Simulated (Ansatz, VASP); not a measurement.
This is a calculation of Ti for Ansatz 0.2.0.

Contents of input.yaml:

```yaml
crystal:
  lattice:
    - [2.8897790207, 0.0, 0.0]
    - [-1.4448895104, 2.5026220433, 0.0]
    - [0.0, 0.0, 4.5844629888]
  atoms:
    - { symbol: Ti, position: [0.6666666667, 0.3333333333, 0.75] }
    - { symbol: Ti, position: [0.3333333333, 0.6666666667, 0.25] }
hamiltonian:
  xc: pbe
  pseudopotentials: { kind: paw }
kpoints:
  mp_grid: { grid: [10, 10, 6] }
scf:
  occupations: { method: fermi_dirac, width: 0.05 }
output:
  forces: true
  stress: true
  eigenvalues: true
```

Potentials or basis: Ansatz PAW.

Command:

```console
$ ansatz run input.yaml --threads 1 --pin off --max-ram 3584MiB --backend cpu --events-out ev --progress --plain --runs-dir out
```

**Question.** Translate it to VASP 6.6.1. Potentials there: VASP PAW PBE potentials, release 64 (Ti_sv).

**Answer.** As run (the cutoff follows the program's own potentials):

File INCAR:

```
SYSTEM = Ti
PREC = Accurate
ENCUT = 520
EDIFF = 1E-7
ISMEAR = -1
SIGMA = 0.05
LREAL = .False.
LASPH = .True.
NELM = 100
ALGO = Normal
ISIF = 2
LWAVE = .False.
LCHARG = .False.
GGA = PE
NBANDS = 19
```

KPOINTS

```
Automatic mesh
0
Gamma
  10 10 6
  0 0 0
```

The input POSCAR:

```
Ti
1.0
    2.8897790207      0.0000000000      0.0000000000
   -1.4448895104      2.5026220433      0.0000000000
    0.0000000000      0.0000000000      4.5844629888
Ti
2
Direct
    0.6666666667      0.3333333333      0.7500000000
    0.3333333333      0.6666666667      0.2500000000
```

Potentials or basis: VASP PAW PBE potentials, release 64 (Ti_sv).

Run with:

```console
$ cat potpaw_PBE.64/Ti_sv/POTCAR > POTCAR
$ mpirun -np 1 vasp_std > vasp.out
```

Both were run:

|  | VASP | Ansatz | Ansatz less VASP |
| --- | --- | --- | --- |
| gap on the k mesh at the Fermi level (eV) | none | none | - |
| pressure (GPa) | 5.5 | 5.9 | +0.37 |
| largest component of the traceless stress (GPa) | 0.33 | 0.32 | -0.004 |

A gap of «none» marks a metal or a gap that the smearing closes. With one functional, cell and mesh, what is left measures potentials, basis and numerics.
